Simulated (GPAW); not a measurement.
# Zn (Fm-3m) in GPAW: single point with PBE

Aim: the single point of Zn with PBE.

Everything below comes from runs of GPAW 26.7.0. Logs are shortened: lines on timing, memory, paths and dates and some standing lists are left out, and cuts for length are marked. The log counts tension as positive stress, the text compression.

**1. The undisturbed crystal**

It takes space group Fm-3m (No. 225, cubic). Conventional cell: a = 3.930 Å, b = 3.930 Å, c = 3.930 Å, α = 90.00°, β = 90.00°, γ = 90.00°. Zn (site symmetry m-3m) is surrounded by 12 Zn at 2.78 Å.

This isn't the form of Zn at room conditions, which is hcp.

**2. Single point, PBE (strain = -0.04)**

run.py reads:

```python
from ase import Atoms
from ase.dft.bandgap import bandgap
from ase.io import write
from ase.units import GPa
from gpaw import GPAW, PW

atoms = Atoms(['Zn'],
              cell=[[-0.03929552, 1.964776, 1.964776],
                    [1.964776, -0.03929552, 1.964776],
                    [1.92548048, 1.92548048, 0.0]],
              scaled_positions=[[0.0, 0.0, 0.0]],
              pbc=True)

calc = GPAW(mode=PW(600),
            xc='PBE',
            kpts={'size': (12, 12, 12), 'gamma': True},
            occupations={'name': 'fermi-dirac', 'width': 0.05},
            nbands=13,
            convergence={'density': 1e-05, 'energy': 1e-05},
            maxiter=150,
            txt='gpaw.txt')
atoms.calc = calc
energy = atoms.get_potential_energy()
forces = atoms.get_forces()
stress = atoms.get_stress()
calc.write('gs.gpw')
write('result.traj', atoms)
print(f'Energy: {energy:.6f} eV')
print('Forces (eV/A):')
print(forces.round(4))
print('Stress (GPa):', (stress / GPa).round(3))
print('Fermi level:', round(calc.get_fermi_level(), 4), 'eV')
print(f'Gap: {bandgap(calc)[0]:.4f} eV, direct: {bandgap(calc, direct=True)[0]:.4f} eV')
```

Potentials or basis: GPAW PAW data sets (gpaw-data 1.2.1), pw.

Run with:

```console
$ OMP_NUM_THREADS=1 python run.py
```

gpaw.txt:

```text
__  _  _
 | _ |_)|_||  |
 |__||  | ||/\| - 26.7.0

Input parameters:
  mode=PW(ecut=600.0),
  convergence={'density': 1e-05, 'energy': 1e-05},
  kpts=MonkhorstPack(size=(12, 12, 12), gamma=True),
  maxiter=150,
  nbands=13,
  occupations=Occupations(name='fermi-dirac', width=0.05),
  xc=XC(name='PBE')

Diagonalizing LCAO Hamiltonian
Converting LCAO to pw mode

       Zn

Atoms  # Å, Bohr magnetons
|   | symbol |        x |        y |        z |    initial magnetic moments |
|---|--------|----------|----------|----------|-----------------------------|
| 0 |     Zn | 0.000000 | 0.000000 | 0.000000 | ( 0.0000,  0.0000,  0.0000) |

Unit cell  # Å
| periodic |         x |         y |        z |  lengths |    angles |
|----------|-----------|-----------|----------|----------|-----------|
|      yes | -0.039296 |  1.964776 | 1.964776 | 2.778891 | 60.662639 |
|      yes |  1.964776 | -0.039296 | 1.964776 | 2.778891 | 60.662639 |
|      yes |  1.925480 |  1.925480 | 0.000000 | 2.723041 | 61.320866 |

Number of symmetries: 8
Symmetry operations  # r_c * U_cc + t_c -> r_c
|   | kind |            matrix            |
|---|------|------------------------------|
| 0 |  E   |  1, 0, 0,  0, 1, 0,  0, 0, 1 |
| 1 |  σ   |  1, 0,-1,  0, 1,-1,  0, 0,-1 |
| 2 |  σ   |  0, 1, 0,  1, 0, 0,  0, 0, 1 |
| 3 |  C2  |  0, 1,-1,  1, 0,-1,  0, 0,-1 |
| 4 |  σ   |  0,-1, 1, -1, 0, 1,  0, 0, 1 |
| 5 |  C2  |  0,-1, 0, -1, 0, 0,  0, 0,-1 |
| 6 |  C2  | -1, 0, 1,  0,-1, 1,  0, 0, 1 |
| 7 |  i   | -1, 0, 0,  0,-1, 0,  0, 0,-1 |

BZ-sampling:
  Number of BZ points: 1728
  Number of IBZ points: 280

  Monkhorst-Pack size: [12, 12, 12]
  Monkhorst-Pack shift: [0.041666666666666664, 0.041666666666666664, 0.041666666666666664]

K-points  # in reciprocal-cell coordinates
|     |                                coordinates |     weight |
|-----|--------------------------------------------|------------|
|   0 | ( -0.00000000,  -0.00000000,  -0.00000000) | 0.00057870 |
|   1 | (  0.08333333,  -0.08333333,  -0.00000000) | 0.00115741 |
|   2 | (  0.08333333,  -0.00000000,  -0.00000000) | 0.00231481 |
|   3 | (  0.08333333,  -0.00000000,   0.08333333) | 0.00231481 |
|   4 | (  0.08333333,   0.08333333,  -0.00000000) | 0.00115741 |
|   5 | (  0.08333333,   0.08333333,   0.08333333) | 0.00231481 |
|   6 | (  0.08333333,   0.08333333,   0.16666667) | 0.00115741 |
|   7 | (  0.16666667,  -0.16666667,  -0.00000000) | 0.00115741 |
|   8 | (  0.16666667,  -0.08333333,  -0.00000000) | 0.00231481 |
|   9 | (  0.16666667,  -0.08333333,   0.08333333) | 0.00231481 |
| ... |                                            |            |
| 279 | (  0.50000000,   0.50000000,   0.50000000) | 0.00115741 |

Plane wave coefficients: 531
Cutoff: 600.0 eV

Spin-components: 1 (collinear spins)
Bands:           13
Projectors:      6
Spin-degeneracy: 2
Datatype:        complex128

Parallelization:
  kpt:    1
  domain: 1
  band:   1

Density:
  Valence electrons: 12.0
  Components: 1
  Grid points: [16 16 16]
  Charge: 0.0  # |e|

Potential:
  Grid points: [16 16 16]

species:
  Zn:
    name:    Zinc
    Z:       30.0
    valence: 12
    core:    18
    charge:  0.0  # [|e|]
    compensation charges:
      type: gauss
      rc: 0.37  # [Å]
      lmax: 2
    cutoffs:
      filter: 2.14  # [Å]
      core: 2.28  # [Å]
    projectors
    | kind |    occ | energy [eV] | rcut [Å] |
    |------|--------|-------------|----------|
    |   4s |  2.000 |      -5.977 |    1.286 |
    |   4p |  0.000 |      -1.117 |    1.270 |
    |   3d | 10.000 |     -10.142 |    1.180 |
    |    s |        |      21.234 |    1.286 |
    |    p |        |      26.095 |    1.270 |
    |    d |        |      17.070 |    1.180 |

    Using partial waves for Zn as LCAO basis

Reference energy: -48861.326653  # eV

eigensolver:
  PPCG
  Converge bands: occupied
  niter=2

density mixing:
  MSR1-Mixer
  Pratt-step length: 0.05
  Maximum mixing coefficient: 0.75
  Old densities: 10
  SVD Regularization: 0.005
  Good broyden scale: 1.0
  Trust region scale: 1.0
  Backstep threshold: 4.0
  History deletion threshold: 6.0
  Fourier metric: weight=20.0, sigma=0.015

occupation numbers:
  Fermi-Dirac:
    width: 0.0500  # eV

poisson solver:
  ecut: 4800.0  # eV

xc functional:
  name: PBE with 2 nearest neighbor stencil

convergence criteria:
[... 6 lines left out ...]
|iter     | |      energy | eigst |  dens |
|---------|-|-------------|-------|-------|
|iter:   1| |   -1.238275 | -0.06 |       |
|iter:   2| |   -1.214263 | -3.06 | -1.41 |
|iter:   3| |   -1.159166 | -1.96 | -1.46 |
|iter:   4| |   -1.161600 | -3.30 | -1.91 |
|iter:   5| |   -1.162193 | -3.24 | -2.26 |
|iter:   6| |   -1.162221 | -5.30 | -3.76 |
|iter:   7| |   -1.162227c| -5.78 | -3.79 |
|iter:   8| |   -1.162227c| -7.99c| -4.76 |
|iter:   9| |   -1.162227c| -8.70c| -5.20c|

Converged in 9 steps
Energy contributions relative to reference atoms: (reference = -48861.326653)

Energy contributions:
  Kinetic:          -1.307338
  Coulomb:           2.898749
  Zero:             -0.025682
  External:          0.000000
  Xc:               -2.726352
  Entropy:          -0.003209
  Spinorbit:         0.000000
  ----------------------------
  Free energy:      -1.163831
  Extrapolated:     -1.162227

dipole moment: (-7.399266, -7.399266, -7.550272)  # |e|*Ang

Fermi level: 6.596
Eigenvalues  # (at kpt = [-0.000, -0.000, -0.000])
| band index |      eig [eV] | occ [0-2] |
|------------|---------------|-----------|
|          0 |        -3.700 |     2.000 |
|          1 |        -0.988 |     2.000 |
|          2 |        -0.949 |     2.000 |
|          3 |        -0.885 |     2.000 |
|          4 |        -0.557 |     2.000 |
|          5 |        -0.555 |     2.000 |
|          6 |        24.072 |     0.000 |
|          7 |        24.320 |     0.000 |
|          8 |        25.727 |     0.000 |
|          9 |        25.896 |     0.000 |
|         10 |        26.724 |     0.000 |
|         11 |        27.334 |     0.000 |
|         12 |        28.167 |     0.000 |

No gap
No difference between direct/indirect transitions

Forces  # eV/Ang
|       x |       y |        z |
|---------|---------|----------|
| 0.00000 | 0.00000 | -0.00000 |  # Zn   0

Stress tensor  # eV/Ang^3
|         x |         y |         z |
|-----------|-----------|-----------|
|  0.002550 |  0.009100 | -0.000000 |
|  0.009100 |  0.002550 | -0.000000 |
| -0.000000 | -0.000000 |  0.002076 |

# Writing to gs.gpw (mode='')
```

It took 26 s on 1 thread of Arm Neoverse V2, shared host; peak memory 0.17 GiB.

What came out:

```
Free energy            : -1.1638 eV
Pressure               : -0.4 GPa
Band gap on the k mesh : none (metal or under the smearing width)
```

Caveat: the density grid can change from cell to cell, which puts small steps into energies and stress.
